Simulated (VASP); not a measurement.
# GaN (P6_3mc) in VASP: further runs

One crystal, GaN, is run at these levels: PBEsol; tasks: electric field gradients.

Program: VASP 6.6.1. These are calculated values, not measurements. Logs are shortened: lines on timing, memory, paths and dates and some standing lists are left out, and cuts for length are marked.

**The experiment to reproduce.**

From “Studying electronic properties in GaN without electrical contacts using γ-γ vs e−-γ Perturbed Angular Correlations”, 2019, pmc:6823545, for a bulk crystal of GaN: band gap 3.503 ± 0.005 eV (direct).

The results are compared with them further down.

**1. The structure**

Symmetry: P6_3mc, No. 186, hexagonal system. Conventional cell: a = 3.180 Å, b = 3.180 Å, c = 5.166 Å, α = 90.00°, β = 90.00°, γ = 120.00°. Ga (site symmetry 3m) has 4 N at 1.94 to 1.95 Å as nearest neighbours. N (site symmetry 3m) is surrounded by 4 Ga at 1.94 to 1.95 Å.

**2. Electric field gradients, PBEsol**

Contents of INCAR:

```
PREC     = Accurate       # precision mode
ENCUT    = 520            # plane-wave cutoff, eV
EDIFF    = 1E-7           # SCF threshold, eV
ISMEAR   = -1             # smearing method
SIGMA    = 0.02           # smearing width, eV
LREAL    = False          # projectors in reciprocal space
LASPH    = True           # aspherical terms in the spheres
NELM     = 100            # most SCF steps
ALGO     = Fast           # electronic algorithm
ISIF     = 2              # what is computed and relaxed
LWAVE    = False          # write WAVECAR
LCHARG   = False          # write CHGCAR
GGA      = PS             # functional
LEFG     = True
```

Contents of KPOINTS:

```
regular mesh
0
Gamma
  12 12 7
```

Contents of POSCAR:

```
GaN
1.0
    3.1800000000      0.0000000000      0.0000000000
   -1.5900000000      2.7539607840      0.0000000000
    0.0000000000      0.0000000000      5.1660000000
Ga N
2 2
Direct
    0.3333333333      0.6666666667      0.0000000000
    0.6666666667      0.3333333333      0.5000000000
    0.3333333333      0.6666666667      0.3750000000
    0.6666666667      0.3333333333      0.8750000000
```

Potentials or basis: VASP PAW PBE potentials, release 64 (Ga_d, N).

Command:

```console
cat potpaw_PBE.64/Ga_d/POTCAR potpaw_PBE.64/N/POTCAR > POTCAR
mpirun -np 1 vasp_std > vasp.out
```

OUTCAR:

```text
PREC = Accurate
   ENCUT = 520
   EDIFF = 1E-7
   ISMEAR = -1
   LREAL = False
   LASPH = True
   NELM = 100
   ISIF = 2
   GGA = PS

 ion  position               nearest neighbor table
   1  0.333  0.667  0.000-   3 1.94   4 1.95   4 1.95   4 1.95
   2  0.667  0.333  0.500-   4 1.94   3 1.95   3 1.95   3 1.95
   3  0.333  0.667  0.375-   1 1.94   2 1.95   2 1.95   2 1.95
   4  0.667  0.333  0.875-   2 1.94   1 1.95   1 1.95   1 1.95

  LATTYP: Found a hexagonal cell.
 ALAT       =     3.1800000000
 C/A-ratio  =     1.6245283019

  Lattice vectors:

 A1 = (   3.1800000000,   0.0000000000,   0.0000000000)
 A2 = (  -1.5900000000,   2.7539607840,   0.0000000000)
 A3 = (   0.0000000000,   0.0000000000,   5.1660000000)

Analysis of symmetry for initial positions (statically):
=====================================================================
 Subroutine PRICEL returns:
 Original cell was already a primitive cell.

 Routine SETGRP: Setting up the symmetry group for a
 hexagonal supercell.

 Subroutine GETGRP returns: Found 12 space group operations
 (whereof  6 operations were pure point group operations)
 out of a pool of 24 trial point group operations.

The static configuration has the point symmetry C_3v.
 The point group associated with its full space group is C_6v.

Analysis of symmetry for dynamics (positions and initial velocities):
=====================================================================
 Subroutine PRICEL returns:
 Original cell was already a primitive cell.

 Routine SETGRP: Setting up the symmetry group for a
 hexagonal supercell.

 Subroutine GETGRP returns: Found 12 space group operations
 (whereof  6 operations were pure point group operations)
 out of a pool of 24 trial point group operations.

The dynamic configuration has the point symmetry C_3v.
 The point group associated with its full space group is C_6v.

 Subroutine INISYM returns: Found 12 space group operations
 (whereof  6 operations are pure point group operations),
 and found     1 'primitive' translations

----------------------------------------------------------------------------------------

                                     Primitive cell

  volume of cell :      45.2417

  direct lattice vectors                    reciprocal lattice vectors
     3.180000000  0.000000000  0.000000000     0.314465409  0.181556688  0.000000000
    -1.590000000  2.753960784  0.000000000     0.000000000  0.363113377  0.000000000
     0.000000000  0.000000000  5.166000000     0.000000000  0.000000000  0.193573364

  length of vectors
     3.180000000  3.180000000  5.166000000     0.363113377  0.363113377  0.193573364

  position of ions in fractional coordinates (direct lattice)
     0.333333333  0.666666667  0.000000000
     0.666666667  0.333333333  0.500000000
     0.333333333  0.666666667  0.375000000
     0.666666667  0.333333333  0.875000000

  ion indices of the primitive-cell ions
   primitive index   ion index
                 1           1
                 2           2
                 3           3
                 4           4

----------------------------------------------------------------------------------------

 KPOINTS: regular mesh

Automatic generation of k-mesh.
 Grid dimensions read from file:
 generate k-points for:   12   12    7

 Generating k-lattice:

  Cartesian coordinates                     Fractional coordinates (reciprocal lattice)
     0.026205451  0.015129724  0.000000000     0.083333333  0.000000000  0.000000000
     0.000000000  0.030259448  0.000000000     0.000000000  0.083333333  0.000000000
     0.000000000  0.000000000  0.027653338     0.000000000  0.000000000  0.142857143

  Length of vectors
     0.030259448  0.030259448  0.027653338

  Shift w.r.t. Gamma in fractional coordinates (k-lattice)
     0.000000000  0.000000000  0.000000000

 Subroutine IBZKPT returns following result:
 ===========================================

 Found     76 irreducible k-points:

 Following reciprocal coordinates:
            Coordinates               Weight
  0.000000  0.000000  0.000000      1.000000
  0.083333  0.000000  0.000000      6.000000
  0.166667 -0.000000  0.000000      6.000000
  0.250000  0.000000  0.000000      6.000000
  0.333333  0.000000  0.000000      6.000000
  0.416667  0.000000  0.000000      6.000000
[... 16 lines left out ...]
  0.250000  0.000000  0.142857     12.000000
  0.333333  0.000000  0.142857     12.000000
 [... further k-points ...]
   k-points           NKPTS =     76   k-points in BZ     NKDIM =     76   number of bands    NBANDS=     22
   number of dos      NEDOS =    301   number of ions     NIONS =      4
   total plane-waves  NPLWV =  23040
   dimension x,y,z NGX =    24 NGY =   24 NGZ =   40
   dimension x,y,z NGXF=    48 NGYF=   48 NGZF=   80
   ions per type =               2   2
   NGX,Y,Z   is equivalent  to a cutoff of  12.55, 12.55, 12.87 a.u.
   NGXF,Y,Z  is equivalent  to a cutoff of  25.09, 25.09, 25.74 a.u.
 SYSTEM =  unknown system
   PREC   = accura    normal or accurate (medium, high low for compatibility)
   ISTART =      0    job   : 0-new  1-cont  2-samecut
   ICHARG =      2    charge: 1-file 2-atom 10-const
   ISPIN  =      1    spin polarized calculation?
   LNONCOLLINEAR =      F non collinear calculations
   LSORBIT =      F    spin-orbit coupling
   LASPH  =      T    aspherical Exc in radial PAW
   ENCUT  =  520.0 eV  38.22 Ry    6.18 a.u.   5.91  5.91  9.61*2*pi/ulx,y,z
   NELM   =    100;   NELMIN=  2; NELMDL= -5     # of ELM steps
   EDIFF  = 0.1E-06   stopping-criterion for ELM
   LREAL  =      F    real-space projection
   EDIFFG = 0.1E-05   stopping-criterion for IOM
   NSW    =      0    number of steps for IOM
   IBRION =     -1    ionic relax: 0-MD 1-quasi-New 2-CG
   NFREE  =      0    steps in history (QN), initial steepest desc. (CG)
   ISIF   =      2    stress and relaxation
   ISYM   =      2    0-nonsym 1-usesym 2-fastsym
   POTIM  = 0.5000    time-step for ionic-motion
   TEBEG  =    0.0;   TEEND  =   0.0 temperature during run
   PSTRESS=    0.0 pullay stress
   NELECT =      36.0000    total number of electrons
   NUPDOWN=      -1.0000    fix difference up-down
   EMIN   =  10.00;   EMAX   =-10.00  energy-range for DOS
   EFERMI =   0.00;   METHOD = LEGACY
   ISMEAR =    -1;   SIGMA  =   0.02  broadening in eV -4-tet -1-fermi 0-gaus
   EFERMI_NEDOS =   21; number of points for ismear=-14 and -15
   IALGO  =     68    algorithm
   IMIX   =      4    mixing-type and parameters
     AMIX     =   0.40;   BMIX     =  1.00
     AMIX_MAG =   1.60;   BMIX_MAG =  1.00
  volume/ion in A,a.u.               =      11.31        76.33
  Fermi-wavevector in a.u.,A,eV,Ry     =   1.517036  2.866782 31.312427  2.301398
  Thomas-Fermi vector in A             =   2.626345
   LORBIT       =      0    0 simple, 1 ext, 2 COOP (PROOUT), +10 PAW based schemes
   GGA     = PS    functional components
   LHFCALC =     F    Hartree Fock is set to
   AEXX    =    0.0000 exact exchange contribution
   IVDW    =     0    specifies the selected vdW correction
   LEPSILON=     F    determine dielectric tensor
   LRPA    =     F    only Hartree local field effects (RPA)
 non-spin polarized calculation
 RMM-DIIS sequential band-by-band and
  energy-cutoff  :      520.00
  volume of cell :       45.24
 maximum number of plane-waves:      1239
 NGX is ok and might be reduce to    24
   NGX = 11   NGY = 11   NGZ = 19

 number of electron      36.0000002 magnetization

 Free energy of the ion-electron system (eV)
  ---------------------------------------------------
  ext. energy  EPLUGINS =         0.00000000
  ---------------------------------------------------
  free energy    TOTEN  =       -26.26635408 eV

  energy without entropy =      -26.26635408  energy(sigma->0) =      -26.26635408

 E-fermi :   5.7045     XC(G=0): -11.9573

 val. band max:        5.3008709414   @ k =   0.0000   0.0000   0.0000
 cond. band min:       7.2273743481   @ k =   0.0000   0.0000   0.0000
 fundamental gap:      1.9265034067
 Fermi energy:         5.7045201247

 k-point     1 :       0.0000    0.0000    0.0000
  band No.  band energies     occupation
      1     -10.7689      2.00000
      2      -9.7743      2.00000
      3      -8.1176      2.00000
      4      -8.0955      2.00000
      5      -8.0955      2.00000
      6      -8.0302      2.00000
[... 574 lines left out ...]
      6      -7.8815      2.00000
[... 14 lines left out ...]
     21      12.2139      0.00000
     22      13.5845      0.00000

 [... further k-points ...]
[... 5 lines left out ...]
  --------------------------------------------------------------------------------------
  -------------------------------------------------------------------------------------
  Total       -0.0131594     -0.0131594      0.5853036      0.0000000      0.0000000      0.0000000
  in kB       -0.4660219     -0.4660219     20.7277670      0.0000000      0.0000000      0.0000000
  external PRESSURE =       6.5985744 kB  Pullay stress =       0.0000000 kB

 VOLUME and BASIS-vectors are now :
 -----------------------------------------------------------------------------
  energy-cutoff  :      520.00
  volume of cell :       45.24
      direct lattice vectors                 reciprocal lattice vectors
     3.180000000  0.000000000  0.000000000     0.314465409  0.181556688  0.000000000
    -1.590000000  2.753960784  0.000000000     0.000000000  0.363113377  0.000000000
     0.000000000  0.000000000  5.166000000     0.000000000  0.000000000  0.193573364

 POSITION                                       TOTAL-FORCE (eV/Angst)
 -----------------------------------------------------------------------------------
     -0.00000      1.83597      0.00000         0.000000     -0.000000     -0.131029
      1.59000      0.91799      2.58300        -0.000000      0.000000     -0.131029
     -0.00000      1.83597      1.93725         0.000000     -0.000000      0.131029
      1.59000      0.91799      4.52025        -0.000000      0.000000      0.131029
 -----------------------------------------------------------------------------------
    total drift:                               -0.000001     -0.000001      0.000002

  FREE ENERGIE OF THE ION-ELECTRON SYSTEM (eV)
  ---------------------------------------------------
  free  energy   TOTEN  =       -26.2663540832 eV

  energy  without entropy=      -26.2663540832  energy(sigma->0) =      -26.26635408

 Electric field gradients (V/A^2)
---------------------------------------------------------------------
 ion       V_xx      V_yy      V_zz      V_xy      V_xz      V_yz
---------------------------------------------------------------------
   1       1.191     1.196    -2.387     0.004    -0.000     0.000
   2       1.191     1.196    -2.387     0.004     0.000    -0.000
   3      -0.375    -0.377     0.752    -0.001    -0.000     0.000
   4      -0.375    -0.377     0.752    -0.001     0.000    -0.000
---------------------------------------------------------------------

 Electric field gradients after diagonalization (V/A^2)
 (convention: |V_zz| > |V_xx| > |V_yy|)
----------------------------------------------------------------------
 ion       V_xx      V_yy      V_zz     asymmetry (V_yy - V_xx)/ V_zz
----------------------------------------------------------------------
   1       1.198     1.189    -2.387       0.004
   2       1.198     1.189    -2.387       0.004
   3      -0.377    -0.374     0.752       0.004
   4      -0.377    -0.374     0.752       0.004
----------------------------------------------------------------------

           NMR quadrupolar parameters

 Cq : quadrupolar parameter    Cq=e*Q*V_zz/h
 eta: asymmetry parameters     (V_yy - V_xx)/ V_zz
 Q  : nuclear electric quadrupole moment in mb (millibarn)
----------------------------------------------------------------------
 ion       Cq(MHz)       eta       Q (mb)
----------------------------------------------------------------------
   1      -0.006       0.004       1.000
   2      -0.006       0.004       1.000
   3       0.002       0.004       1.000
   4       0.002       0.004       1.000
----------------------------------------------------------------------
```

Run time: 36 s. Hardware: 1 thread of Intel Xeon 6975P-C (Granite Rapids), shared host; peak memory 0.19 GiB.

What came out:

* Free energy: -26.2664 eV
* Pressure: 0.7 GPa
* Largest force: 0.131 eV/Å
* Band gap on the k mesh: 1.93 eV, direct

Forces on the atoms (eV/Å):
```
Ga   0.000  0.000 -0.131
Ga   0.000  0.000 -0.131
N    0.000  0.000  0.131
N    0.000  0.000  0.131
```

Levels at points of the mesh, in eV from the valence-band top:
```tsv
k point	band 15	band 16	band 17	band 18	band 19	band 20	band 21	band 22
(0.00, 0.00, 0.00)	-1.08	-0.06	0.00	0.00	1.93	4.23	9.16	9.82
(0.50, 0.00, 0.00)	-4.33	-2.82	-2.31	-1.00	4.94	5.54	5.97	8.62
```

Electric field gradients, principal values (V/Å²):
```tsv
atom	Vxx	Vyy	Vzz
1 Ga	1.189	1.198	-2.387
2 Ga	1.189	1.198	-2.387
3 N	-0.374	-0.377	0.752
4 N	-0.374	-0.377	0.752
```

Caveat: the PAW data sets were made with another functional, which shifts forces and pressure a little.

**3. Electric field gradients, PBEsol**

Changes to INCAR since step 2:

```diff
@@ -1,3 +1,3 @@
 PREC     = Accurate       # precision mode
-ENCUT    = 520            # plane-wave cutoff, eV
+ENCUT    = 700            # plane-wave cutoff, eV
 EDIFF    = 1E-7           # SCF threshold, eV
```

Contents of KPOINTS:

```
regular mesh
0
Gamma
  8 8 5
```

POSCAR is that of step 2.

Potentials or basis: VASP PAW PBE potentials, release 64 (Ga_d, N).

Command:

```console
cat potpaw_PBE.64/Ga_d/POTCAR potpaw_PBE.64/N/POTCAR > POTCAR
mpirun -np 1 vasp_std > vasp.out
```

OUTCAR:

```text
PREC = Accurate
   ENCUT = 700
   EDIFF = 1E-7
   ISMEAR = -1
   LREAL = False
   LASPH = True
   NELM = 100
   ISIF = 2
   GGA = PS

 ion  position               nearest neighbor table
   1  0.333  0.667  0.000-   3 1.94   4 1.95   4 1.95   4 1.95
   2  0.667  0.333  0.500-   4 1.94   3 1.95   3 1.95   3 1.95
   3  0.333  0.667  0.375-   1 1.94   2 1.95   2 1.95   2 1.95
   4  0.667  0.333  0.875-   2 1.94   1 1.95   1 1.95   1 1.95

  LATTYP: Found a hexagonal cell.
 ALAT       =     3.1800000000
 C/A-ratio  =     1.6245283019

  Lattice vectors:

 A1 = (   3.1800000000,   0.0000000000,   0.0000000000)
 A2 = (  -1.5900000000,   2.7539607840,   0.0000000000)
[... 829 lines left out ...]
 ion       V_xx      V_yy      V_zz      V_xy      V_xz      V_yz
---------------------------------------------------------------------
   1       1.156     1.159    -2.315     0.002    -0.000     0.000
   2       1.156     1.159    -2.315     0.002     0.000    -0.000
   3      -0.363    -0.363     0.726    -0.000     0.000    -0.000
   4      -0.363    -0.363     0.726    -0.000    -0.000     0.000
---------------------------------------------------------------------

 Electric field gradients after diagonalization (V/A^2)
 (convention: |V_zz| > |V_xx| > |V_yy|)
----------------------------------------------------------------------
 ion       V_xx      V_yy      V_zz     asymmetry (V_yy - V_xx)/ V_zz
----------------------------------------------------------------------
   1       1.160     1.155    -2.315       0.002
   2       1.160     1.155    -2.315       0.002
   3      -0.363    -0.362     0.726       0.001
   4      -0.363    -0.362     0.726       0.001
----------------------------------------------------------------------

           NMR quadrupolar parameters

 Cq : quadrupolar parameter    Cq=e*Q*V_zz/h
 eta: asymmetry parameters     (V_yy - V_xx)/ V_zz
 Q  : nuclear electric quadrupole moment in mb (millibarn)
----------------------------------------------------------------------
 ion       Cq(MHz)       eta       Q (mb)
----------------------------------------------------------------------
   1      -0.006       0.002       1.000
   2      -0.006       0.002       1.000
   3       0.002       0.001       1.000
   4       0.002       0.001       1.000
----------------------------------------------------------------------
```

OSZICAR:

```text
N       E                     dE             d eps       ncg     rms          rms(c)
DAV:   1     0.304691091071E+03    0.30469E+03   -0.21848E+04  1372   0.366E+03
DAV:   2     0.117063654839E+02   -0.29298E+03   -0.28418E+03  1432   0.592E+02
DAV:   3    -0.282106457615E+02   -0.39917E+02   -0.39488E+02  1524   0.175E+02
[... 10 lines left out ...]
RMM:  14    -0.262770900968E+02   -0.17285E-04   -0.16314E-04  2008   0.609E-02    0.446E-02
RMM:  15    -0.262770722365E+02    0.17860E-04   -0.58476E-05  1772   0.566E-02    0.309E-02
RMM:  16    -0.262770742372E+02   -0.20007E-05   -0.64873E-05  1832   0.406E-02    0.298E-02
RMM:  17    -0.262770720374E+02    0.21998E-05   -0.86064E-06  1550   0.269E-02    0.254E-02
RMM:  18    -0.262770725241E+02   -0.48670E-06   -0.71237E-06  1538   0.141E-02    0.203E-02
RMM:  19    -0.262770724806E+02    0.43536E-07   -0.94104E-07  1409   0.782E-03
   1 F= -.26277072E+02 E0= -.26277072E+02  d E =-.457407E-11
```

Wall time 30 s (1 thread of Intel Xeon 6975P-C (Granite Rapids), shared host); peak memory 0.2 GiB.

What came out:

* Free energy: -26.2771 eV
* Pressure: 0.8 GPa
* Largest force: 0.131 eV/Å
* Band gap on the k mesh: 1.93 eV, direct

Forces in eV/Å, atoms in the order of the input:
```
Ga   0.000  0.000 -0.131
Ga   0.000  0.000 -0.131
N    0.000  0.000  0.131
N    0.000  0.000  0.131
```

Electric field gradients, principal values (V/Å²):
```
atom     Vxx     Vyy     Vzz
1 Ga   1.155   1.160  -2.315
2 Ga   1.155   1.160  -2.315
 3 N  -0.362  -0.363   0.726
 4 N  -0.362  -0.363   0.726
```

Caveat: the PAW data sets were made with another functional, which shifts forces and pressure a little.

(Part 1 of 2 ends here.)
